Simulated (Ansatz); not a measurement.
Ir:

```xyz
1
Lattice="0.0000 1.9156 1.9156 1.9156 0.0000 1.9156 1.9156 1.9156 0.0000" Properties=species:S:1:pos:R:3 pbc="T T T"
Ir    0.0000    0.0000    0.0000
```

```yaml
Program: Ansatz 0.2.0
Task: relaxation of cell and atoms
Functional: LDA
Potentials_or_basis: all-electron LAPW, scalar-relativistic
Basis_error_allowed: 0.001 eV/atom
k_mesh: 12 × 12 × 12
Occupations: fermi-dirac, width 0.05 eV
Spin: no spin polarisation
```

At the start: volume 14.06 Å³/atom.

Problem. How do energy, volume and symmetry change on relaxing?

Solution. Over 4 steps the energy falls by 4.9 meV/atom and the volume is 13.82 Å³/atom (-1.7 %); space group Fm-3m (No. 225, to 0.05 Å).

Step by step:
```csv
step,energy change (eV),largest force (eV/Å),volume (Å³)
1,0.0000,0.0000,14.06
2,-0.0049,0.0000,13.84
3,-0.0049,0.0000,13.82
4,-0.0049,0.0000,13.82
```

Final structure:
```xyz
1
Lattice="0.0000 1.9048 1.9048 1.9048 0.0000 1.9048 1.9048 1.9048 0.0000" Properties=species:S:1:pos:R:3 pbc="T T T"
Ir    0.0000    0.0000    0.0000
```
